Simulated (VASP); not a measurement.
# Ga (I4/mmm) in VASP: further runs

The runs below take Ga through single point, with PBE.

All numbers are computed with VASP 6.6.1; they aren't measurements. Logs are shortened: lines on timing, memory, paths and dates and some standing lists are left out, and cuts for length are marked.

### Step 1. The structure

It takes space group I4/mmm (No. 139, tetragonal). Conventional cell: a = 2.769 Å, b = 2.769 Å, c = 4.622 Å, α = 90.00°, β = 90.00°, γ = 90.00°. Ga (site symmetry 4/mmm) has 12 Ga at 2.77 to 3.03 Å as nearest neighbours.

This isn't the form of Ga at room conditions, which is orthorhombic.

### Step 2. Single point, PBE

INCAR reads:

```
ADDGRID = False
ALGO = Normal
EDIFF = 1E-7
ENCUT = 450
GGA = PE
ISIF = 2
ISMEAR = 1
LASPH = True
LCHARG = False
LREAL = False
LWAVE = False
NELM = 100
PREC = Accurate
SIGMA = 0.2
```

KPOINTS reads:

```
k-points
0
Gamma
  14 14 14
```

POSCAR reads:

```
Ga
1.0
   -1.3843987196      1.3843987196      2.3112238365
    1.3843987196     -1.3843987196      2.3112238365
    1.3843987196      1.3843987196     -2.3112238365
Ga
1
Direct
    0.0000000000      0.0000000000      0.0000000000
```

Potentials or basis: VASP PAW PBE potentials, release 64 (Ga_d).

Run with:

```bash
cat potpaw_PBE.64/Ga_d/POTCAR > POTCAR
mpirun -np 1 vasp_std > vasp.out
```

OUTCAR:

```text
EDIFF = 1E-7
   ENCUT = 450
   GGA = PE
   ISIF = 2
   ISMEAR = 1
   LASPH = True
   LREAL = False
   NELM = 100
   PREC = Accurate

 Found    244 irreducible k-points:

 Following reciprocal coordinates:
            Coordinates               Weight
  0.000000  0.000000  0.000000      1.000000
  0.071429  0.000000 -0.000000      8.000000
  0.142857 -0.000000  0.000000      8.000000
  0.214286  0.000000 -0.000000      8.000000
  0.285714  0.000000  0.000000      8.000000
  0.357143  0.000000 -0.000000      8.000000
   k-points           NKPTS =    244   k-points in BZ     NKDIM =    244   number of bands    NBANDS=     10
   number of dos      NEDOS =    301   number of ions     NIONS =      1
   total plane-waves  NPLWV =  13824
   dimension x,y,z NGX =    24 NGY =   24 NGZ =   24
   dimension x,y,z NGXF=    48 NGYF=   48 NGZF=   48
   ions per type =               1
   NGX,Y,Z   is equivalent  to a cutoff of  13.17, 13.17, 13.17 a.u.
   NGXF,Y,Z  is equivalent  to a cutoff of  26.34, 26.34, 26.34 a.u.
 SYSTEM =  unknown system
   PREC   = accura    normal or accurate (medium, high low for compatibility)
   ISTART =      0    job   : 0-new  1-cont  2-samecut
   ICHARG =      2    charge: 1-file 2-atom 10-const
   ISPIN  =      1    spin polarized calculation?
   LNONCOLLINEAR =      F non collinear calculations
   LSORBIT =      F    spin-orbit coupling
   LASPH  =      T    aspherical Exc in radial PAW
   ENCUT  =  450.0 eV  33.07 Ry    5.75 a.u.   5.24  5.24  5.24*2*pi/ulx,y,z
   NELM   =    100;   NELMIN=  2; NELMDL= -5     # of ELM steps
   EDIFF  = 0.1E-06   stopping-criterion for ELM
   LREAL  =      F    real-space projection
   EDIFFG = 0.1E-05   stopping-criterion for IOM
   NSW    =      0    number of steps for IOM
   IBRION =     -1    ionic relax: 0-MD 1-quasi-New 2-CG
   NFREE  =      0    steps in history (QN), initial steepest desc. (CG)
   ISIF   =      2    stress and relaxation
   ISYM   =      2    0-nonsym 1-usesym 2-fastsym
   POTIM  = 0.5000    time-step for ionic-motion
   TEBEG  =    0.0;   TEEND  =   0.0 temperature during run
   PSTRESS=    0.0 pullay stress
   NELECT =      13.0000    total number of electrons
   NUPDOWN=      -1.0000    fix difference up-down
   EMIN   =  10.00;   EMAX   =-10.00  energy-range for DOS
   EFERMI =   0.00;   METHOD = LEGACY
   ISMEAR =     1;   SIGMA  =   0.20  broadening in eV -4-tet -1-fermi 0-gaus
   EFERMI_NEDOS =   21; number of points for ismear=-14 and -15
   IALGO  =     38    algorithm
   IMIX   =      4    mixing-type and parameters
     AMIX     =   0.40;   BMIX     =  1.00
     AMIX_MAG =   1.60;   BMIX_MAG =  1.00
  volume/ion in A,a.u.               =      17.72       119.57
  Fermi-wavevector in a.u.,A,eV,Ry     =   1.476549  2.790273 29.663375  2.180197
  Thomas-Fermi vector in A             =   2.591062
   LORBIT       =      0    0 simple, 1 ext, 2 COOP (PROOUT), +10 PAW based schemes
   GGA     = PE    functional components
   LHFCALC =     F    Hartree Fock is set to
   AEXX    =    0.0000 exact exchange contribution
   IVDW    =     0    specifies the selected vdW correction
   LEPSILON=     F    determine dielectric tensor
   LRPA    =     F    only Hartree local field effects (RPA)
 non-spin polarized calculation
 Methfessel and Paxton  Order N= 1 SIGMA  =   0.20
  energy-cutoff  :      450.00
  volume of cell :       17.72
 maximum number of plane-waves:       403
 NGX is ok and might be reduce to    24
   NGX = 11   NGY = 11   NGZ = 11

 number of electron      12.9999997 magnetization

 Free energy of the ion-electron system (eV)
  ---------------------------------------------------
  ext. energy  EPLUGINS =         0.00000000
  ---------------------------------------------------
  free energy    TOTEN  =        -2.87030813 eV

  energy without entropy =       -2.87037565  energy(sigma->0) =       -2.87033063

 E-fermi :   6.1480     XC(G=0): -11.3335

 val. band max:        6.1462949366   @ k =  -0.4286   0.5000   0.0714
 cond. band min:       6.1686788304   @ k =  -0.3571   0.4286   0.2143
 fundamental gap:      0.0223838938
 Fermi energy:         6.1479579395

 k-point     1 :       0.0000    0.0000    0.0000
  band No.  band energies     occupation
      1      -8.9558      2.00000
      2      -8.7960      2.00000
      3      -8.7604      2.00000
      4      -8.7604      2.00000
      5      -8.5980      2.00000
      6      -5.3851      2.00000
      7      18.8476      0.00000
      8      19.1543      0.00000
      9      19.1543      0.00000
     10      22.5278      0.00000

 k-point     2 :       0.0714    0.0000   -0.0000
  band No.  band energies     occupation
      1      -8.9466      2.00000
      2      -8.7934      2.00000
      3      -8.7632      2.00000
      4      -8.7547      2.00000
      5      -8.6028      2.00000
      6      -5.2465      2.00000
      7      17.4450      0.00000
      8      18.3971      0.00000
      9      19.0328      0.00000
     10      21.5757      0.00000

 k-point     3 :       0.1429   -0.0000    0.0000
  band No.  band energies     occupation
      1      -8.9264      2.00000
      2      -8.7975      2.00000
      3      -8.7561      2.00000
      4      -8.7402      2.00000
      5      -8.6151      2.00000
      6      -4.8273      2.00000
      7      14.5161      0.00000
      8      17.3406      0.00000
      9      18.7842      0.00000
     10      20.7014      0.00000

 k-point     4 :       0.2143    0.0000   -0.0000
  band No.  band energies     occupation
      1      -8.9106      2.00000
      2      -8.8228      2.00000
      3      -8.7245      2.00000
      4      -8.7169      2.00000
      5      -8.6275      2.00000
      6      -4.1220      2.00000
      7      11.5236      0.00000
      8      16.2598      0.00000
      9      18.5771      0.00000
     10      19.7971      0.00000

 k-point     5 :       0.2857    0.0000    0.0000
  band No.  band energies     occupation
      1      -8.9059      2.00000
      2      -8.8566      2.00000
      3      -8.7208      2.00000
      4      -8.6585      2.00000
      5      -8.6273      2.00000
      6      -3.1276      2.00000
      7       8.6927     -0.00000
      8      15.3361      0.00000
      9      18.4920      0.00000
     10      19.0325      0.00000

 k-point     6 :       0.3571    0.0000   -0.0000
  band No.  band energies     occupation
      1      -8.9096      2.00000
      2      -8.8875      2.00000
      3      -8.7310      2.00000
      4      -8.6137      2.00000
      5      -8.5998      2.00000
      6      -1.8470      2.00000
      7       6.0830      1.51902
      8      14.6416      0.00000
      9      18.4772      0.00000
     10      18.5318      0.00000

 [... further k-points ...]

------------------------ aborting loop because EDIFF is reached ----------------------------------------

  FORCE on cell =-STRESS in cart. coord.  units (eV):
  Direction    XX          YY          ZZ          XY          YZ          ZX
  --------------------------------------------------------------------------------------
  -------------------------------------------------------------------------------------
  Total        0.4196422      0.4196422      0.3765165      0.0000000     -0.0000000      0.0000000
  in kB       37.9459443     37.9459443     34.0463251      0.0000000     -0.0000000      0.0000000
  external PRESSURE =      36.6460712 kB  Pullay stress =       0.0000000 kB

 VOLUME and BASIS-vectors are now :
 -----------------------------------------------------------------------------
  energy-cutoff  :      450.00
  volume of cell :       17.72
      direct lattice vectors                 reciprocal lattice vectors
    -1.384398720  1.384398720  2.311223836     0.000000000  0.361167627  0.216335602
     1.384398720 -1.384398720  2.311223836     0.361167627  0.000000000  0.216335602
     1.384398720  1.384398720 -2.311223836     0.361167627  0.361167627  0.000000000

 POSITION                                       TOTAL-FORCE (eV/Angst)
 -----------------------------------------------------------------------------------
      0.00000      0.00000      0.00000         0.000000      0.000000      0.000000
 -----------------------------------------------------------------------------------
    total drift:                                0.000000      0.000000     -0.000000

  FREE ENERGIE OF THE ION-ELECTRON SYSTEM (eV)
  ---------------------------------------------------
  free  energy   TOTEN  =        -2.8703081252 eV

  energy  without entropy=       -2.8703756465  energy(sigma->0) =       -2.87033063
```

Run time: 11 s. Hardware: 1 thread of Intel Xeon 6975P-C (Granite Rapids), shared host; peak memory 0.16 GiB.

These settings aren't checked as converged: the numbers below hold their error.

Results:

| Item | Value |
| --- | --- |
| Free energy | -2.8703 eV |
| Pressure | 3.7 GPa |
| Band gap on the k mesh | none (metal or under the smearing width) |

### Step 3. Single point, PBE

Edit INCAR of step 2 so:

```diff
@@ -13,2 +13,2 @@
 PREC = Accurate
-SIGMA = 0.2
+SIGMA = 0.1
```

KPOINTS is that of step 2.

POSCAR is that of step 2.

Potentials or basis: VASP PAW PBE potentials, release 64 (Ga_d).

Run with:

```bash
cat potpaw_PBE.64/Ga_d/POTCAR > POTCAR
mpirun -np 1 vasp_std > vasp.out
```

Run time: 10 s. Hardware: 1 thread of Intel Xeon 6975P-C (Granite Rapids), shared host; peak memory 0.16 GiB.

These settings aren't checked as converged: the numbers below hold their error.

Results:

```yaml
Free_energy: -2.8702 eV
Pressure: 3.7 GPa
Band_gap_on_the_k_mesh: none (metal or under the smearing width)
```

### Step 4. Single point, PBE

Edit INCAR of step 3 so:

```diff
@@ -13,2 +13,2 @@
 PREC = Accurate
-SIGMA = 0.1
+SIGMA = 0.05
```

KPOINTS is that of step 3.

POSCAR is that of step 3.

Run with:

```bash
cat potpaw_PBE.64/Ga_d/POTCAR > POTCAR
mpirun -np 1 vasp_std > vasp.out
```

It took 10 s on 1 thread of Intel Xeon 6975P-C (Granite Rapids), shared host; peak memory 0.16 GiB.

The run converged, but some of its settings lie outside the range that counts as converged, so its numbers aren't taken as properties of the crystal.

Results:

- Free energy: -2.8702 eV
- Pressure: 3.8 GPa
- Band gap on the k mesh: none (metal or under the smearing width)

### Step 5. The reference run

An earlier run on the cell as given: functional PBEsol; potentials or basis VASP PAW PBE potentials, release 64 (Ga_d); cutoff 520 eV; k mesh 13 × 13 × 13; occupations fermi-dirac, width 0.05 eV; no spin polarisation.

- Pressure: -0.2 GPa
- Band gap on the k mesh: none (metal or under the smearing width)
